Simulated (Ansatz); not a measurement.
Input of an Ansatz 0.2.0 run:

File input.yaml:

```yaml
crystal:
  lattice:
    - [0.0, 2.300172574, 2.300172574]
    - [2.300172574, 0.0, 2.300172574]
    - [2.300172574, 2.300172574, 0.0]
  atoms:
    - { symbol: Zr, position: [0.5, 0.5, 0.5] }
    - { symbol: C, position: [0.0, 0.0, 0.0] }
hamiltonian:
  xc: { exchange: b88, correlation: pbe }
  pseudopotentials: { kind: nc_fr }
  dispersion: d4
magnetization:
  noncollinear: true
  spin_orbit: true
kpoints:
  mp_grid: { grid: [10, 10, 10] }
  band_path:
    path:
      - [[0.0, 0.0, 0.0], [0.5, 0.0, 0.5], [0.5, 0.25, 0.75], [0.375, 0.375, 0.75], [0.0, 0.0, 0.0], [0.5, 0.5, 0.5], [0.625, 0.25, 0.625], [0.5, 0.25, 0.75], [0.5, 0.5, 0.5], [0.375, 0.375, 0.75]]
      - [[0.625, 0.25, 0.625], [0.5, 0.0, 0.5]]
    npoints: 14
scf:
  occupations: { method: methfessel_paxton, width: 0.1 }
  n_extra_bands: 6
output:
  forces: true
  stress: true
  eigenvalues: true
  fatbands: false
```

Potentials or basis: PseudoDojo standard (PBE files).

Command:

```bash
$ ansatz run input.yaml --threads 1 --pin off --max-ram 2560MiB --backend cpu --events-out ev --progress --plain --runs-dir out
```

(1) Estimate the pressure.

(2) What does it give for the band gap on the k mesh?

Answers

(1) 10.5 GPa.

(2) none (metal or under the smearing width).

Caveat: the potentials were made for another functional, which shifts forces and pressure; pairwise dispersion overbinds metals, which lowers pressure and volume; the dispersion damping was fitted for another functional or another form of the correction.
